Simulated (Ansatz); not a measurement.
# A series in volume scale on SrTiO₃

Results calculated with Ansatz 0.2.0, not measured. Periodic Kohn-Sham DFT of a crystal at fixed atoms, scaled to volume_scale times the given cell; pressure positive in compression, energy less spherical unpolarised free atoms, largest_vzz the field gradient of largest size among the nuclei.

The cell before it is scaled or strained (space group Pm-3m, No. 221):
```
SrTiO3
1.0
      3.9050     0.0000     0.0000
      0.0000     3.9050     0.0000
      0.0000     0.0000     3.9050
Sr Ti O
1 1 3
Direct
  0.00000 0.00000 0.00000
  0.50000 0.50000 0.50000
  0.00000 0.50000 0.50000
  0.50000 0.00000 0.50000
  0.50000 0.50000 0.00000
```

Settings of every row: method all-electron LAPW; functional PBE; relativity scalar; k mesh 7x7x7; filling fermi-dirac; smearing width 0.05 eV; basis error target 1 meV/atom; nucleus gaussian.

Limits: atoms stay on their symmetric sites, though polar or tilted forms of a perovskite may lie lower.

Atom start moment: 0 on all atoms.

| row | volume scale | V (Å³/atom) | pressure (GPa) | energy less free atoms (eV/atom) |
| --- | --- | --- | --- | --- |
| 1 | 0.94 | 11.195 | 17.627 | -7.7575 |
| 2 | 0.96 | 11.433 | 12.709 | -7.78 |
| 3 | 0.98 | 11.671 | 8.286 | -7.7955 |
| 4 | 0.99 | 11.79 | 6.243 | -7.8009 |
| 5 | 1 | 11.909 | ? | ? |
| 6 | 1.01 | 12.029 | 2.468 | -7.8074 |
| 7 | 1.02 | 12.148 | 0.724 | -7.8086 |
| 8 | 1.04 | 12.386 | -2.499 | -7.8072 |
| 9 | 1.06 | 12.624 | -5.4 | -7.8013 |

Question: what pressure and energy less free atoms should row 5 give?

Worked fit of pressure. Take u = (V_r/V)^(2/3) − 1 with V_r = 11.909 Å³ an atom, which is twice the finite (Eulerian) strain; such expansions in the strain, on which the Birch-Murnaghan equation of state is built, carry the rest volume and the bulk modulus. The shown rows have u = 0.04208, 0.02757, 0.01355, 0.00672, -0.00666, -0.01316, -0.02584, -0.03812. Least squares give pressure = 4.3131 + 282.71 × u + 764.56 × u² + 864 × u³ GPa; a parabola predicts inner rows, each left out in turn, worse (root mean square 0.015 against 0.0044 GPa). The rows lie off it by -0.001, 0.002, 0.000, -0.005, 0.004, 0.001, -0.002, 0.001 (root mean square 0.0025 GPa). The pressure vanishes at u = -0.0159, or V = 12.2 Å³ an atom, and there the bulk modulus at fixed shape and fractions is B = −V dP/dV = (2/3)(1 + u) dP/du = 170 GPa. The withheld row has u = 0, so the fit gives 4.3131 + 282.71 × (0) + 764.56 × (0)² + 864 × (0)³ = 4.313 GPa.

The calculation gave 4.306 GPa. The fit lies 0.007 GPa (0.03 % of the column's range) above it; its largest miss of a shown row is 0.005 GPa.

Worked fit of energy less free atoms. Take u = (V_r/V)^(2/3) − 1 with V_r = 11.909 Å³ an atom, which is twice the finite (Eulerian) strain; such expansions in the strain, on which the Birch-Murnaghan equation of state is built, carry the rest volume and the bulk modulus. The shown rows have u = 0.04208, 0.02757, 0.01355, 0.00672, -0.00666, -0.01316, -0.02584, -0.03812. Least squares give energy less free atoms = −7.80485 + 0.485 × u + 15.194 × u² eV/atom; a straight line predicts inner rows, each left out in turn, worse (root mean square 0.0077 against 4.5e-05 eV/atom). The rows lie off it by 0.0000, -0.0001, 0.0000, 0.0000, 0.0000, 0.0000, 0.0000, 0.0000. Its lowest point lies at u = -0.0160, or V = 12.2 Å³ an atom, and the curvature there gives the bulk modulus at fixed shape and fractions, B = (4/9)(1 + u)² E″(u)/V = 172 GPa. The withheld row has u = 0, so the fit gives −7.80485 + 0.485 × (0) + 15.194 × (0)² = -7.8049 eV/atom.

The calculation gave -7.8049 eV/atom. The fit meets it to the printed digit.
